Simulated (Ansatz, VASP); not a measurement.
# One calculation of N, two programs

Contents of INCAR:

```
SYSTEM = N
ALGO     = Normal         ! electronic algorithm
EDIFF    = 1E-6           ! SCF threshold, eV
ENCUT    = 520            ! plane-wave cutoff, eV
GGA      = PS             ! functional
ISIF     = 2              ! what is computed and relaxed
ISMEAR   = 0              ! smearing method
LASPH    = .True.         ! aspherical terms in the spheres
LCHARG   = .True.         ! write CHGCAR
LELF     = .True.         ! ELF
LREAL    = .False.        ! projectors in reciprocal space
LVHAR    = .True.       
LWAVE    = .False.        ! write WAVECAR
NBANDS   = 18             ! bands
NELM     = 60             ! most SCF steps
PREC     = Accurate       ! precision mode
SIGMA    = 0.05           ! smearing width, eV
```

KPOINTS

```
k-points
0
Gamma
  6 6 4
  0 0 0
```

Contents of POSCAR:

```
N
1.0
    3.8338541858      0.0000000000      0.0000000000
   -1.9169270929      3.3202151193      0.0000000000
    0.0000000000      0.0000000000      6.4455232292
N
4
Direct
    0.3333333333      0.6666666667      0.3289300400
    0.3333333333      0.6666666667      0.1710699600
    0.6666666667      0.3333333333      0.8289300400
    0.6666666667      0.3333333333      0.6710699600
```

Input for Ansatz:

```yaml
crystal:
  lattice:
    - [3.8338541858, 0.0, 0.0]
    - [-1.9169270929, 3.3202151193, 0.0]
    - [0.0, 0.0, 6.4455232292]
  atoms:
    - { symbol: "N", position: [0.3333333333, 0.6666666667, 0.32893004] }
    - { symbol: "N", position: [0.3333333333, 0.6666666667, 0.17106996] }
    - { symbol: "N", position: [0.6666666667, 0.3333333333, 0.82893004] }
    - { symbol: "N", position: [0.6666666667, 0.3333333333, 0.67106996] }
basis:
  ecutwfc: 420
kpoints:
  mp_grid: { grid: [6, 6, 4] }
hamiltonian:
  xc: pbesol
scf:
  occupations: { method: gaussian, width: 0.05 }
output:
  forces: true
  stress: true
  eigenvalues: true
```

Change from the starting cell: strain -0.080 along x and y, -0.080 along z, atoms carried along.

Alike in both runs: task single point; functional PBEsol; k mesh 6 × 6 × 4; occupations gaussian, width 0.05 eV; no spin polarisation.

|  | VASP | Ansatz |
| --- | --- | --- |
| version | VASP 6.6.1 | Ansatz 0.2.0 |
| potentials or method | VASP PAW PBE potentials, release 64 (N) | scalar-relativistic, plane waves, PAW |
| plane-wave cutoff (eV) | 520 | 420 |
| valence electrons in the cell | 20 | 20 |

|  | VASP | Ansatz | Ansatz less VASP |
| --- | --- | --- | --- |
| gap on the k mesh at the Fermi level (eV) | 7.39 | 7.46 | +0.075 |
| least direct gap on the mesh (eV) | 7.89 | 7.96 | +0.070 |
| pressure (GPa) | 27.6 | 22.0 | -5.62 |
| largest component of the traceless stress (GPa) | 54.61 | 42.36 | -12.244 |
| rms of the force components (eV/Å) | 11.909 | 9.173 | -2.7355 |

Atom by atom the forces differ by 2.735 eV/Å (rms over components).

Caveats: the standard files for N, O and F lose accuracy on very short bonds; so large a pressure means that the cell lies far from this level's equilibrium, or that cutoff or potentials fall short (VASP); the potentials were made for another functional, which shifts forces and pressure (VASP). A k mesh can miss the band edges.
